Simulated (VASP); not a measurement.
Write the native input for VASP 6.6.1 that does the following.

```yaml
Task: single point
Functional: PBEsol
Potentials_or_basis: VASP PAW PBE potentials, release 64 (Au)
Cutoff: 520 eV
k_mesh: 11 × 11 × 6
Occupations: fermi-dirac, width 0.05 eV
Spin: no spin polarisation
Ladder: free
Further_INCAR_settings: ALGO = Normal; EDIFF = 1e-07; NBANDS = 18
```

The structure of Au lies in POSCAR:

```
Au
1.0
    1.4113099650     -2.5559330250      0.0000000000
    1.4113099650      2.5559330250      0.0000000000
    0.0000000000      0.0000000000      4.8931696100
Au
2
Direct
    0.3342500000      0.6523620000      0.2519250000
    0.6527590000      0.3125790000      0.7416850000
```

This isn't the form of Au at room conditions, which is fcc.

The cell isn't the ideal one: atoms moved at random, drawn with an rms of 0.05 Å.

One way to write it, as run:

INCAR

```
SYSTEM = Au
PREC = Accurate
ENCUT = 520
EDIFF = 1E-7
ISMEAR = -1
SIGMA = 0.05
LREAL = .False.
LASPH = .True.
NELM = 60
ALGO = Normal
ISIF = 2
LWAVE = .False.
LCHARG = .True.
GGA = PS
LELF = .True.
LVHAR = .True.
NBANDS = 18
```

KPOINTS

```
regular mesh
0
Gamma
  11 11 6
  0 0 0
```

Potentials or basis: VASP PAW PBE potentials, release 64 (Au).

Command:

```console
$ cat potpaw_PBE.64/Au/POTCAR > POTCAR
$ mpirun -np 1 vasp_std > vasp.out
```

It gave:

The pressure is -5.3 GPa and the largest force is 0.273 eV/Å. The band gap on the k mesh is none (metal or under the smearing width).

Caveat: the PAW data sets were made with another functional, which shifts forces and pressure a little.

It took 51 s on 1 thread of Intel(R) Xeon(R) 6975P-C (Granite Rapids), on a shared host, peak memory 0.3 GiB.
